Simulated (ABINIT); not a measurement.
Hf:

```
CELL_PARAMETERS angstrom
2.91381 0.00000 0.00000
0.00000 2.91381 0.00000
0.00000 0.00000 2.91381
ATOMIC_POSITIONS crystal
Hf 0.50000 0.50000 0.50000
```

The cell was built by a generator and needn't be a form met in nature.

* Program: ABINIT 10.8.3 (patched build)
* Task: single point
* Functional: PBE
* Potentials or basis: JTH PAW PBE v2.0
* Cutoff: 517 eV
* k mesh: 9 × 9 × 9
* Occupations: fermi-dirac, width 0.05 eV
* Spin: no spin polarisation

On this cell: pressure 0.1 GPa; band gap on the k mesh none (metal or under the smearing width).

The same run follows on a disturbed copy (cell strained at random at fixed volume):

```
CELL_PARAMETERS angstrom
2.87899 0.01089 0.03128
0.01089 2.89249 -0.00365
0.03128 -0.00365 2.97118
ATOMIC_POSITIONS crystal
Hf 0.50824 0.49860 0.50079
```

Problem. What changes?

Solution. The energy (extrapolated to zero smearing) moves by +2.9 meV/atom; pressure 0.1 GPa; band gap on the k mesh none (metal or under the smearing width).

Stress tensor (GPa, compression positive):
```
 1.24  0.32  0.78
 0.32  0.61 -0.09
 0.78 -0.09 -1.49
```
